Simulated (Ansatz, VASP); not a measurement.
**MgS in VASP and in Ansatz**

```
Mg S
1.0
     0.00000    2.59099    2.59099
     2.59099    0.00000    2.59099
     2.59099    2.59099    0.00000
Mg S
1 1
Cartesian
  0.0000 0.0000 0.0000
  2.5910 2.5910 2.5910
```

Alike in both runs: functional PBEsol; k mesh 8 × 8 × 8; occupations gaussian, width 0.02 eV; no spin polarisation.

Ansatz relaxed the structure, and its values are those at the end. VASP's run is a single point on that final structure, the one shown.

|  | VASP | Ansatz |
| --- | --- | --- |
| version | VASP 6.6.1 | Ansatz 0.2.0 |
| potentials or method | VASP PAW PBE potentials, release 64 (Mg, S) | scalar-relativistic, plane waves, PAW |
| plane-wave cutoff (eV) | 520 | 420 |
| valence electrons in the cell | 8 | 16 |

|  | VASP | Ansatz | Ansatz less VASP |
| --- | --- | --- | --- |
| gap on the k mesh at the Fermi level (eV) | 2.73 | 2.73 | -0.003 |
| least direct gap on the mesh (eV) | 3.69 | 3.69 | 0.000 |
| pressure (GPa) | -0.2 | 0.0 | +0.20 |

With one functional, cell and mesh, what is left measures potentials, basis and numerics. The two sets of potentials don't hold the same shells in valence.

Caveats: the PAW data sets were made with another functional, which shifts forces and pressure a little (VASP). A k mesh can miss the band edges. As with any semilocal functional, this PBEsol gap is likely too small.
